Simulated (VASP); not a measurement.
# Nb in VASP: work function with PBE

Aim: the work function of Nb with PBE.

Program: VASP 6.6.1. These are calculated values, not measurements. Logs are shortened: lines on timing, memory, paths and dates and some standing lists are left out, and cuts for length are marked.

## Step 1: The slab as given

The cell holds a slab with vacuum, 4 atoms: a = 2.866 Å, b = 2.866 Å, c = 32.987 Å, α = 90.00°, β = 90.00°, γ = 109.47°.

The cell was built by a generator and needn't be a form met in nature.

## Step 2: Work function, PBE

INCAR

```
SYSTEM = Nb
PREC = Accurate
ENCUT = 520
EDIFF = 1E-6
ISMEAR = 1
SIGMA = 0.1
LREAL = .False.
LASPH = .True.
NELM = 100
ALGO = Normal
ISIF = 2
LWAVE = .False.
LCHARG = .True.
LDIPOL = .True.
IDIPOL = 3
DIPOL = 0.5 0.5 0.500
GGA = PE
LELF = .True.
LVHAR = .True.
LVACPOTAV = .True.
```

KPOINTS

```
regular mesh
0
Gamma
  12 12 1
  0 0 0
```

POSCAR

```
Nb                                      
1.0
    2.8655568500      0.0000000000      0.0000000000
   -0.9551856200      2.7016728600      0.0000000000
    0.0000000000      0.0000000000     32.9872361300
  Nb            
     4
Selective dynamics
Direct
     0.0000000000000000    0.0000000000000000    0.3936083299999993   F   F   F
     0.5000000000000000    0.5000000000000000    0.4610897437922967   T   T   T
     0.0000000000000000    0.0000000000000000    0.5325696944796273   T   T   T
     0.5000000000000000    0.5000000000000000    0.6000834918284168   T   T   T
```

Potentials or basis: VASP PAW PBE potentials, release 64 (Nb_sv).

Started as:

```sh
$ cat potpaw_PBE.64/Nb_sv/POTCAR > POTCAR
$ mpirun -np 1 vasp_std > vasp.out
```

OUTCAR:

```text
SYSTEM = Nb
   PREC = Accurate
   ENCUT = 520
   EDIFF = 1E-6
   ISMEAR = 1
   LREAL = .False.
   LASPH = .True.
   NELM = 100
   ISIF = 2
   GGA = PE

 ion  position               nearest neighbor table
   1  0.000  0.000  0.394-   2 2.77   2 2.77
   2  0.500  0.500  0.461-   1 2.77   1 2.77   3 2.88   3 2.88
   3  0.000  0.000  0.533-   4 2.77   4 2.77   2 2.88   2 2.88
   4  0.500  0.500  0.600-   3 2.77   3 2.77

  LATTYP: Found a base centered orthorhombic cell.
 ALAT       =     3.3088599969
 B/A-ratio  =     1.4142135723
 C/A-ratio  =     9.9693659330

  Lattice vectors:

 A1 = (   2.8655568500,   0.0000000000,   0.0000000000)
 A2 = (  -0.9551856200,   2.7016728600,   0.0000000000)
 A3 = (   0.0000000000,   0.0000000000,  32.9872361300)

Analysis of symmetry for initial positions (statically):
=====================================================================
 Subroutine PRICEL returns:
 Original cell was already a primitive cell.

 Routine SETGRP: Setting up the symmetry group for a
 base centered orthorhombic supercell.

 Subroutine GETGRP returns: Found  4 space group operations
 (whereof  4 operations were pure point group operations)
 out of a pool of  8 trial point group operations.

The static configuration has the point symmetry C_2v.

Analysis of symmetry for dynamics (positions and initial velocities):
=====================================================================
 Subroutine PRICEL returns:
 Original cell was already a primitive cell.

 Routine SETGRP: Setting up the symmetry group for a
 base centered orthorhombic supercell.

 Subroutine GETGRP returns: Found  4 space group operations
 (whereof  4 operations were pure point group operations)
 out of a pool of  8 trial point group operations.

The dynamic configuration has the point symmetry C_2v.

Analysis of constrained symmetry for selective dynamics:
=====================================================================
 Subroutine PRICEL returns:
 Original cell was already a primitive cell.

 Routine SETGRP: Setting up the symmetry group for a
 base centered orthorhombic supercell.

 Subroutine GETGRP returns: Found  4 space group operations
 (whereof  4 operations were pure point group operations)
 out of a pool of  8 trial point group operations.

The constrained configuration has the point symmetry C_2v.

 Subroutine INISYM returns: Found  4 space group operations
 (whereof  4 operations are pure point group operations),
 and found     1 'primitive' translations

----------------------------------------------------------------------------------------

                                     Primitive cell

  volume of cell :     255.3805

  direct lattice vectors                    reciprocal lattice vectors
     2.865556850  0.000000000  0.000000000     0.348972312  0.123380347  0.000000000
    -0.955185620  2.701672860  0.000000000     0.000000000  0.370141039  0.000000000
     0.000000000  0.000000000 32.987236130     0.000000000  0.000000000  0.030314756

  length of vectors
     2.865556850  2.865556806 32.987236130     0.370141034  0.370141039  0.030314756

  position of ions in fractional coordinates (direct lattice)
     0.000000000  0.000000000  0.393608330
     0.500000000  0.500000000  0.461089744
     0.000000000  0.000000000  0.532569694
     0.500000000  0.500000000  0.600083492

  ion indices of the primitive-cell ions
   primitive index   ion index
                 1           1
                 2           2
                 3           3
                 4           4

----------------------------------------------------------------------------------------

 KPOINTS: regular mesh

Automatic generation of k-mesh.
 Grid dimensions read from file:
 generate k-points for:   12   12    1

 Generating k-lattice:

  Cartesian coordinates                     Fractional coordinates (reciprocal lattice)
     0.029081026  0.010281696  0.000000000     0.083333333  0.000000000  0.000000000
     0.000000000  0.030845087  0.000000000     0.000000000  0.083333333  0.000000000
     0.000000000  0.000000000  0.030314756     0.000000000  0.000000000  1.000000000

  Length of vectors
     0.030845086  0.030845087  0.030314756

  Shift w.r.t. Gamma in fractional coordinates (k-lattice)
     0.000000000  0.000000000  0.000000000

 Subroutine IBZKPT returns following result:
 ===========================================

 Found     43 irreducible k-points:

 Following reciprocal coordinates:
            Coordinates               Weight
  0.000000  0.000000  0.000000      1.000000
  0.083333  0.000000  0.000000      4.000000
  0.166667  0.000000  0.000000      4.000000
  0.250000 -0.000000  0.000000      4.000000
  0.333333 -0.000000  0.000000      4.000000
  0.416667  0.000000  0.000000      4.000000
[... 16 lines left out ...]
  0.500000  0.166667  0.000000      4.000000
 -0.416667  0.166667  0.000000      4.000000
 [... further k-points ...]
   k-points           NKPTS =     43   k-points in BZ     NKDIM =     43   number of bands    NBANDS=     31
   number of dos      NEDOS =    301   number of ions     NIONS =      4
   total plane-waves  NPLWV = 144000
   dimension x,y,z NGX =    24 NGY =   24 NGZ =  250
   dimension x,y,z NGXF=    48 NGYF=   48 NGZF=  500
   ions per type =               4
   NGX,Y,Z   is equivalent  to a cutoff of  13.92, 13.92, 12.60 a.u.
   NGXF,Y,Z  is equivalent  to a cutoff of  27.85, 27.85, 25.20 a.u.
 SYSTEM =  Nb
   PREC   = accura    normal or accurate (medium, high low for compatibility)
   ISTART =      0    job   : 0-new  1-cont  2-samecut
   ICHARG =      2    charge: 1-file 2-atom 10-const
   ISPIN  =      1    spin polarized calculation?
   LNONCOLLINEAR =      F non collinear calculations
   LSORBIT =      F    spin-orbit coupling
   LASPH  =      T    aspherical Exc in radial PAW
   ENCUT  =  520.0 eV  38.22 Ry    6.18 a.u.   5.33  5.33 61.33*2*pi/ulx,y,z
   NELM   =    100;   NELMIN=  2; NELMDL= -5     # of ELM steps
   EDIFF  = 0.1E-05   stopping-criterion for ELM
   LREAL  =      F    real-space projection
   EDIFFG = 0.1E-04   stopping-criterion for IOM
   NSW    =      0    number of steps for IOM
   IBRION =     -1    ionic relax: 0-MD 1-quasi-New 2-CG
   NFREE  =      0    steps in history (QN), initial steepest desc. (CG)
   ISIF   =      2    stress and relaxation
   ISYM   =      2    0-nonsym 1-usesym 2-fastsym
   POTIM  = 0.5000    time-step for ionic-motion
   TEBEG  =    0.0;   TEEND  =   0.0 temperature during run
   PSTRESS=    0.0 pullay stress
   NELECT =      52.0000    total number of electrons
   NUPDOWN=      -1.0000    fix difference up-down
   EMIN   =  10.00;   EMAX   =-10.00  energy-range for DOS
   EFERMI =   0.00;   METHOD = LEGACY
   ISMEAR =     1;   SIGMA  =   0.10  broadening in eV -4-tet -1-fermi 0-gaus
   EFERMI_NEDOS =   21; number of points for ismear=-14 and -15
   IALGO  =     38    algorithm
   IMIX   =      4    mixing-type and parameters
     AMIX     =   0.40;   BMIX     =  1.00
     AMIX_MAG =   1.60;   BMIX_MAG =  1.00
  volume/ion in A,a.u.               =      63.85       430.85
  Fermi-wavevector in a.u.,A,eV,Ry     =   0.963119  1.820031 12.620745  0.927599
  Thomas-Fermi vector in A             =   2.092637
   LORBIT       =      0    0 simple, 1 ext, 2 COOP (PROOUT), +10 PAW based schemes
   GGA     = PE    functional components
   LHFCALC =     F    Hartree Fock is set to
   AEXX    =    0.0000 exact exchange contribution
   IVDW    =     0    specifies the selected vdW correction
   LEPSILON=     F    determine dielectric tensor
   LRPA    =     F    only Hartree local field effects (RPA)
 non-spin polarized calculation
 Methfessel and Paxton  Order N= 1 SIGMA  =   0.10
  energy-cutoff  :      520.00
  volume of cell :      255.38
 maximum number of plane-waves:      6928
 NGX is ok and might be reduce to    24
   NGX = 11   NGY = 11   NGZ =123

 dipolmoment           0.000000      0.000000     -0.000004 electrons x Angstroem

 number of electron      52.0000001 magnetization

 dipolmoment           0.000000      0.000000      0.000026 electrons x Angstroem

 Free energy of the ion-electron system (eV)
  ---------------------------------------------------
  ext. energy  EPLUGINS =         0.00000000
  ---------------------------------------------------
  free energy    TOTEN  =       -38.88283005 eV

  energy without entropy =      -38.88560958  energy(sigma->0) =      -38.88375656

 E-fermi :   0.0540     XC(G=0):  -4.1695

 val. band max:        0.0409444467   @ k =   0.1667   0.0000   0.0000
 cond. band min:       0.0920327835   @ k =   0.0833   0.0833   0.0000
 fundamental gap:      0.0510883368
 Fermi energy:         0.0539864191

 k-point     1 :       0.0000    0.0000    0.0000
  band No.  band energies     occupation
      1     -54.5425      2.00000
      2     -54.5352      2.00000
      3     -54.2522      2.00000
      4     -54.1464      2.00000
      5     -31.0671      2.00000
      6     -30.8621      2.00000
[... 23 lines left out ...]
     30       1.6235     -0.00000
     31       1.9130     -0.00000

 k-point     2 :       0.0833    0.0000    0.0000
  band No.  band energies     occupation
      1     -54.5329      2.00000
      2     -54.5262      2.00000
      3     -54.2441      2.00000
      4     -54.1414      2.00000
      5     -31.0449      2.00000
      6     -30.8572      2.00000
[... 23 lines left out ...]
     30       1.4780     -0.00000
     31       1.8118     -0.00000

 k-point     3 :       0.1667    0.0000    0.0000
  band No.  band energies     occupation
      1     -54.5063      2.00000
      2     -54.5013      2.00000
      3     -54.2216      2.00000
      4     -54.1283      2.00000
      5     -30.9843      2.00000
      6     -30.8498      2.00000
[... 703 lines left out ...]
     30       1.8753     -0.00000
     31       2.5349      0.00000

 k-point    24 :      -0.4167    0.1667    0.0000
  band No.  band energies     occupation
      1     -54.3953      2.00000
      2     -54.3937      2.00000
      3     -54.1161      2.00000
      4     -54.0541      2.00000
      5     -30.9823      2.00000
      6     -30.9497      2.00000
[... 23 lines left out ...]
     30       1.9530     -0.00000
     31       2.4558      0.00000

 [... further k-points ...]

------------------------ aborting loop because EDIFF is reached ----------------------------------------

  FORCE on cell =-STRESS in cart. coord.  units (eV):
  Direction    XX          YY          ZZ          XY          YZ          ZX
  --------------------------------------------------------------------------------------
  -------------------------------------------------------------------------------------
  Total       -2.7024797     -2.2363354     -0.0560435      0.6592274      0.0000000      0.0000000
  in kB      -16.9545122    -14.0300688     -0.3515991      4.1357868      0.0000000      0.0000000
  external PRESSURE =     -10.4453933 kB  Pullay stress =       0.0000000 kB

 VOLUME and BASIS-vectors are now :
 -----------------------------------------------------------------------------
  energy-cutoff  :      520.00
  volume of cell :      255.38
      direct lattice vectors                 reciprocal lattice vectors
     2.865556850  0.000000000  0.000000000     0.348972312  0.123380347  0.000000000
    -0.955185620  2.701672860  0.000000000     0.000000000  0.370141039  0.000000000
     0.000000000  0.000000000 32.987236130     0.000000000  0.000000000  0.030314756

 POSITION                                       TOTAL-FORCE (eV/Angst)
 -----------------------------------------------------------------------------------
      0.00000      0.00000     12.98405         0.000000      0.000000     -0.002367
      0.95519      1.35084     15.21008         0.000000      0.000000      0.002040
      0.00000      0.00000     17.56800        -0.000000      0.000000      0.004077
      0.95519      1.35084     19.79510         0.000000      0.000000     -0.003750
 -----------------------------------------------------------------------------------
    total drift:                                0.000000      0.000000     -0.000045

  FREE ENERGIE OF THE ION-ELECTRON SYSTEM (eV)
  ---------------------------------------------------
  free  energy   TOTEN  =       -38.8828300510 eV

  energy  without entropy=      -38.8856095827  energy(sigma->0) =      -38.88375656

 vacuum level on the upper side and lower side of the slab         4.545         4.545
```

Run time: 8.6 min. Hardware: 1 thread of AMD EPYC 9R14 (Zen 4), shared host; peak memory 0.49 GiB.

What came out:

| Property | Result |
| --- | --- |
| Free energy | -38.8828 eV |
| Largest force | 0.004 eV/Å |
| Band gap on the k mesh | none (metal or under the smearing width) |
| Work function of the upper face | 4.49 eV |
| Work function of the lower face | 4.49 eV |

Forces in eV/Å, atoms in the order of the input:
```
Nb   0.000  0.000 -0.002
Nb   0.000  0.000  0.002
Nb   0.000  0.000  0.004
Nb   0.000  0.000 -0.004
```
